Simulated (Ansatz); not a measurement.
The system is Si2Mo.

```
Mo Si
1.0
     4.58547    0.00000    0.00000
    -2.29274    3.97113    0.00000
     0.00000    0.00000    6.57976
Mo Si
3 6
Direct
  0.50000 0.50000 0.83333
  0.00000 0.50000 0.16667
  0.50000 0.00000 0.50000
  0.16387 0.32775 0.50000
  0.67225 0.83613 0.16667
  0.83613 0.16387 0.83333
  0.83613 0.67225 0.50000
  0.32775 0.16387 0.16667
  0.16387 0.83613 0.83333
```

Measurements of this composition are mostly on another form, of space group No. 139.

```yaml
Program: Ansatz 0.2.0
Task: relaxation of cell and atoms
Functional: PBE
Potentials_or_basis: Ansatz PAW
Cutoff: "420 eV (not typed: the program's choice for these potentials)"
k_mesh: 5 × 5 × 3
Occupations: fermi-dirac, width 0.05 eV
Spin: no spin polarisation
```

At the start: volume 13.31 Å³/atom.

How do energy, volume and symmetry change on relaxing?

It ends after 5 steps and the volume is 13.53 Å³/atom (+1.7 %); space group P6_222 (No. 180, to 0.05 Å).

Step by step:
```tsv
step	energy change (eV)	largest force (eV/Å)	volume (Å³)
1	0.0000	0.0165	119.81
2	-0.0195	0.0308	122.28
3	-0.0210	0.0066	121.81
4	-0.0210	0.0011	121.79
5	-0.0215	0.0011	121.79
```

Final structure:
```cif
data_structure
_symmetry_space_group_name_H-M 'P 1'
_symmetry_Int_Tables_number 1
_cell_length_a 4.6139
_cell_length_b 4.6139
_cell_length_c 6.6063
_cell_angle_alpha 90.000
_cell_angle_beta 90.000
_cell_angle_gamma 120.000
_cell_volume 121.79
loop_
_atom_site_label
_atom_site_type_symbol
_atom_site_fract_x
_atom_site_fract_y
_atom_site_fract_z
_atom_site_occupancy
Mo1 Mo 0.50000 0.50000 0.83333 1
Mo2 Mo 0.00000 0.50000 0.16667 1
Mo3 Mo 0.50000 0.00000 0.50000 1
Si1 Si 0.16402 0.32804 0.50000 1
Si2 Si 0.67196 0.83598 0.16667 1
Si3 Si 0.83598 0.16402 0.83333 1
Si4 Si 0.83598 0.67196 0.50000 1
Si5 Si 0.32804 0.16402 0.16667 1
Si6 Si 0.16402 0.83598 0.83333 1
```

Caveat: the plane-wave basis is chosen anew once the cell has moved, so the energies of steps on either side of that aren't comparable.
